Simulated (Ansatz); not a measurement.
Pb₇Se₈: nudged elastic band, vacancy jump

The calculation used DFT PBEsol, scalar-relativistic, plane waves, PAW in Ansatz. Cutoff 420 eV, Γ-centred 4×4×4 k-points, Gaussian smearing of 0.1 eV. Spin–orbit coupling is left out, which matters for the heavy elements here. No spin polarisation.

3 inner image(s), climbing immediate, force tolerance 0.05 eV/Å, at most 60 iterations, fixed cell.

It took 16 min on 4 threads of Intel(R) Xeon(R) 6975P-C (Granite Rapids), with other jobs on the host, peak memory 6.3 GiB.

Command:
```bash
ansatz run input.yaml --threads 4 --pin off --max-ram 9216MiB --backend cpu --events-out ev --progress --plain --runs-dir out
```

Input:
```yaml
crystal:
  lattice:
    - [-6.1031549502, 0.0, 6.1031549502]
    - [-6.1031549502, -6.1031549502, 0.0]
    - [0.0, -6.1031549502, 6.1031549502]
  atoms:
    - { symbol: Pb, position: [0.5, 0.5, 0.0] }
    - { symbol: Pb, position: [0.5, 0.0, 0.5] }
    - { symbol: Pb, position: [0.5, 0.5, 0.5] }
    - { symbol: Pb, position: [0.0, 0.0, 0.0] }
    - { symbol: Pb, position: [0.0, 0.5, 0.0] }
    - { symbol: Pb, position: [0.0, 0.0, 0.5] }
    - { symbol: Pb, position: [0.0, 0.5, 0.5] }
    - { symbol: Se, position: [0.2390582305, 0.7390582305, 0.2609417695] }
    - { symbol: Se, position: [0.2390582305, 0.2609417695, 0.2609417695] }
    - { symbol: Se, position: [0.25, 0.75, 0.75] }
    - { symbol: Se, position: [0.2390582305, 0.2609417695, 0.7390582305] }
    - { symbol: Se, position: [0.7609417695, 0.7390582305, 0.2609417695] }
    - { symbol: Se, position: [0.75, 0.25, 0.25] }
    - { symbol: Se, position: [0.7609417695, 0.7390582305, 0.7390582305] }
    - { symbol: Se, position: [0.7609417695, 0.2609417695, 0.7390582305] }
basis:
  ecutwfc: 420
kpoints:
  mp_grid: { grid: [4, 4, 4] }
hamiltonian:
  xc: pbesol
scf:
  occupations: { method: gaussian, width: 0.1 }
output:
  forces: true
neb:
  images: 3
  f_tol: 0.05
  max_iterations: 60
  order_check: false
  final_atoms:
    - { symbol: Pb, position: [0.5, 0.0, 0.0] }
    - { symbol: Pb, position: [0.5, 0.0, 0.5] }
    - { symbol: Pb, position: [0.5, 0.5, 0.5] }
    - { symbol: Pb, position: [0.0, 0.0, 0.0] }
    - { symbol: Pb, position: [0.0, 0.5, 0.0] }
    - { symbol: Pb, position: [0.0, 0.0, 0.5] }
    - { symbol: Pb, position: [0.0, 0.5, 0.5] }
    - { symbol: Se, position: [0.239058216, 0.760941784, 0.260941784] }
    - { symbol: Se, position: [0.239058216, 0.239058216, 0.260941784] }
    - { symbol: Se, position: [0.239058216, 0.760941784, 0.739058216] }
    - { symbol: Se, position: [0.25, 0.25, 0.75] }
    - { symbol: Se, position: [0.75, 0.75, 0.25] }
    - { symbol: Se, position: [0.760941784, 0.239058216, 0.260941784] }
    - { symbol: Se, position: [0.760941784, 0.760941784, 0.739058216] }
    - { symbol: Se, position: [0.760941784, 0.239058216, 0.739058216] }
  climbing: immediate
```

Output (its end):
```
...
    - [0.0, -6.1031549502, 6.1031549502]
  atoms:
    - { symbol: Pb, position: [0.5000000013177222, 0.25000000325055177, -3.0969068975927883e-9] }
    - { symbol: Pb, position: [0.4858530823985794, -0.009743451419710225, 0.5336337996007294] }
    - { symbol: Pb, position: [0.5141469172341113, 0.5097434290154336, 0.4663662029272993] }
    - { symbol: Pb, position: [0.03363379909172957, -0.009743451646461808, -0.01414691795758558] }
    - { symbol: Pb, position: [-0.033633799808286007, 0.5097434323373455, 0.01414691511929878] }
    - { symbol: Pb, position: [-2.0770325737107243e-9, -0.042731207679901795, 0.5000000003953416] }
    - { symbol: Pb, position: [-5.658544188769099e-10, 0.5427312096945722, 0.5000000013429906] }
    - { symbol: Se, position: [0.26716150720328335, 0.7499999991996025, 0.2328384932232742] }
    - { symbol: Se, position: [0.17753508260291173, 0.2500000005570812, 0.3224649163016864] }
    - { symbol: Se, position: [0.2658531390908698, 0.7037215105289415, 0.7658531388876095] }
    - { symbol: Se, position: [0.26585314794774095, 0.264572221609798, 0.7658531496148105] }
    - { symbol: Se, position: [0.7341468524092655, 0.7962785173611326, 0.2341468539597068] }
    - { symbol: Se, position: [0.7341468623879162, 0.2354277873543698, 0.23414686209347407] }
    - { symbol: Se, position: [0.7328384915651421, 0.750000000006736, 0.7671615065001672] }
    - { symbol: Se, position: [0.8224649192019011, 0.2499999998305097, 0.6775350810881045] }
```

The calculation finished and met its thresholds.

Final band:

```csv
image,s (Å),ΔE (eV)
0,0.000,0.000
1,1.268,0.550
2,2.532,1.087
3,3.796,0.550
4,5.064,0.000
```

Highest image over the start 1.087 eV, over the end 1.087 eV. The order of the saddle wasn't checked, and a path that keeps a symmetry can read too high.

By iteration:

```
iteration largest band force component (eV/Å) highest image (eV)
        1                                3.174               3.688
        2                                1.876               2.279
        3                                0.892               1.564
        4                                0.588               1.261
        5                                0.087               1.107
        6                                0.044               1.089
        7                                0.015               1.087
```

Images of the last band (Å, true forces in eV/Å):

```xyz
15
Lattice="-6.103 0.000 6.103 -6.103 -6.103 0.000 0.000 -6.103 6.103" Properties=species:S:1:pos:R:3:forces:R:3 pbc="T T T" image=0 dE_eV=0.0000
Pb   -6.103   -3.052    3.052    0.000    0.000    0.000
Pb   -3.052   -3.052    6.103    0.000    0.000    0.000
Pb   -6.103   -6.103    6.103    0.000    0.000    0.000
Pb    0.000    0.000    0.000    0.000    0.000    0.000
Pb   -3.052   -3.052    0.000    0.000    0.000    0.000
Pb    0.000   -3.052    3.052    0.000    0.000    0.000
Pb   -3.052   -6.103    3.052    0.000    0.000    0.000
Se   -5.970   -6.103    3.052   -0.007    0.000    0.000
Se   -3.052   -3.185    3.052    0.000    0.007    0.000
Se   -6.103   -9.155    6.103    0.000    0.000    0.000
Se   -3.052   -6.103    5.970    0.000    0.000    0.007
Se   -9.155   -6.103    6.237    0.000    0.000   -0.007
Se   -6.103   -3.052    6.103    0.000    0.000    0.000
Se   -9.155   -9.021    9.155    0.000   -0.007    0.000
Se   -6.237   -6.103    9.155    0.007    0.000    0.000
15
Lattice="-6.103 0.000 6.103 -6.103 -6.103 0.000 0.000 -6.103 6.103" Properties=species:S:1:pos:R:3:forces:R:3 pbc="T T T" image=1 dE_eV=0.5504
Pb   -5.405   -2.353    3.052   -0.468   -0.468    0.000
Pb   -2.952   -3.190    6.177   -0.002    0.035   -0.016
Pb   -6.241   -6.004    6.030    0.035   -0.002    0.016
Pb   -0.138    0.100    0.074    0.035   -0.002   -0.016
Pb   -2.952   -3.190   -0.074   -0.002    0.035    0.016
Pb    0.218   -2.834    3.052   -0.006   -0.006    0.000
Pb   -3.211   -6.263    3.052    0.098    0.098    0.000
Se   -6.131   -6.000    3.052    0.079    0.039    0.000
Se   -2.753   -3.313    3.052   -0.042    0.122    0.000
Se   -6.005   -9.057    6.190   -0.017   -0.017   -0.077
Se   -3.164   -6.215    6.109    0.073    0.073   -0.122
Se   -9.267   -6.215    6.097    0.073    0.073    0.122
Se   -6.005   -2.954    6.016   -0.017   -0.017    0.077
Se   -9.052   -9.183    9.155    0.039    0.079    0.000
Se   -6.365   -5.804    9.155    0.122   -0.042    0.000
15
Lattice="-6.103 0.000 6.103 -6.103 -6.103 0.000 0.000 -6.103 6.103" Properties=species:S:1:pos:R:3:forces:R:3 pbc="T T T" image=2 dE_eV=1.0869
Pb   -4.577   -1.526    3.052    0.000    0.000    0.000
Pb   -2.906   -3.197    6.222    0.001   -0.001    0.003
Pb   -6.249   -5.957    5.984   -0.001    0.001   -0.003
Pb   -0.146    0.146    0.119   -0.001    0.001    0.003
Pb   -2.906   -3.197   -0.119    0.001   -0.001   -0.003
Pb    0.261   -2.791    3.052    0.011    0.011    0.000
Pb   -3.312   -6.364    3.052   -0.011   -0.011    0.000
Se   -6.208   -5.998    3.052    0.001   -0.001    0.000
Se   -2.609   -3.494    3.052    0.012   -0.012    0.000
Se   -5.917   -8.969    6.297   -0.003   -0.003   -0.011
Se   -3.237   -6.289    6.297    0.003    0.003   -0.011
Se   -9.340   -6.289    5.910    0.003    0.003    0.011
Se   -5.917   -2.866    5.910   -0.003   -0.003    0.011
Se   -9.050   -9.259    9.155   -0.001    0.001    0.000
Se   -6.545   -5.661    9.155   -0.012    0.012    0.000
15
Lattice="-6.103 0.000 6.103 -6.103 -6.103 0.000 0.000 -6.103 6.103" Properties=species:S:1:pos:R:3:forces:R:3 pbc="T T T" image=3 dE_eV=0.5504
Pb   -3.750   -0.698    3.052    0.468    0.468    0.000
Pb   -2.914   -3.151    6.177   -0.035    0.002   -0.016
Pb   -6.203   -5.965    6.030    0.002   -0.035    0.016
Pb   -0.100    0.138    0.074    0.002   -0.035   -0.016
Pb   -2.914   -3.151   -0.074   -0.035    0.002    0.016
Pb    0.159   -2.892    3.052   -0.098   -0.098    0.000
Pb   -3.269   -6.321    3.052    0.006    0.006    0.000
Se   -6.206   -6.075    3.052   -0.039   -0.079    0.000
Se   -2.790   -3.350    3.052   -0.122    0.042    0.000
Se   -5.991   -9.043    6.109   -0.073   -0.073   -0.122
Se   -3.149   -6.201    6.190    0.017    0.017   -0.077
Se   -9.252   -6.201    6.016    0.017    0.017    0.077
Se   -5.991   -2.939    6.097   -0.073   -0.073    0.122
Se   -9.127   -9.258    9.155   -0.079   -0.039    0.000
Se   -6.402   -5.842    9.155    0.042   -0.122    0.000
15
Lattice="-6.103 0.000 6.103 -6.103 -6.103 0.000 0.000 -6.103 6.103" Properties=species:S:1:pos:R:3:forces:R:3 pbc="T T T" image=4 dE_eV=0.0000
Pb   -3.052    0.000    3.052    0.000    0.000    0.000
Pb   -3.052   -3.052    6.103    0.000    0.000    0.000
Pb   -6.103   -6.103    6.103    0.000    0.000    0.000
Pb    0.000    0.000    0.000    0.000    0.000    0.000
Pb   -3.052   -3.052    0.000    0.000    0.000    0.000
Pb    0.000   -3.052    3.052    0.000    0.000    0.000
Pb   -3.052   -6.103    3.052    0.000    0.000    0.000
Se   -6.103   -6.237    3.052    0.000    0.007    0.000
Se   -2.918   -3.052    3.052   -0.007    0.000    0.000
Se   -6.103   -9.155    5.970    0.000    0.000    0.007
Se   -3.052   -6.103    6.103    0.000    0.000    0.000
Se   -9.155   -6.103    6.103    0.000    0.000    0.000
Se   -6.103   -3.052    6.237    0.000    0.000   -0.007
Se   -9.288   -9.155    9.155    0.007    0.000    0.000
Se   -6.103   -5.970    9.155    0.000   -0.007    0.000
```